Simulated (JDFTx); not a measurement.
WC (Qusongite):

```
W C
1.0
     2.90650    0.00000    0.00000
    -1.45325    2.51710    0.00000
     0.00000    0.00000    2.83660
W C
1 1
Cartesian
  0.0000 0.0000 0.0000
  1.4533 0.8390 1.4183
```

Base run:

| Item | Value |
| --- | --- |
| Program | JDFTx 1.7.0 (patched build) |
| Functional | PBE |
| Potentials or basis | PseudoDojo-SR-PBE-0.5-standard with smoothed tails |
| Cutoff | 1116 eV |
| Density cutoff | 8925 eV |
| k mesh | 10 × 10 × 9 |
| Occupations | fermi-dirac, width 0.05 eV |
| Spin | no spin polarisation |
| Hubbard terms | W d U = 8 eV |

Its results: band gap on the k mesh none (metal or under the smearing width); pressure -16.8 GPa.

**Question.** After a change of settings the same cell gave: band gap on the k mesh none (metal or under the smearing width); pressure -5.3 GPa. Which change was it?
A. hubbard terms from W d U = 8 eV to W d U = 4 eV
B. hubbard terms from W d U = 8 eV to none; hubbard projectors from atomic pseudo-orbitals, not orthogonalised to none
C. hubbard terms from W d U = 8 eV to W d U = 3 eV

**Answer.** A.

Caveats: U without spin polarisation on a metal has little footing; the U is typed as a test and isn't derived for this compound.
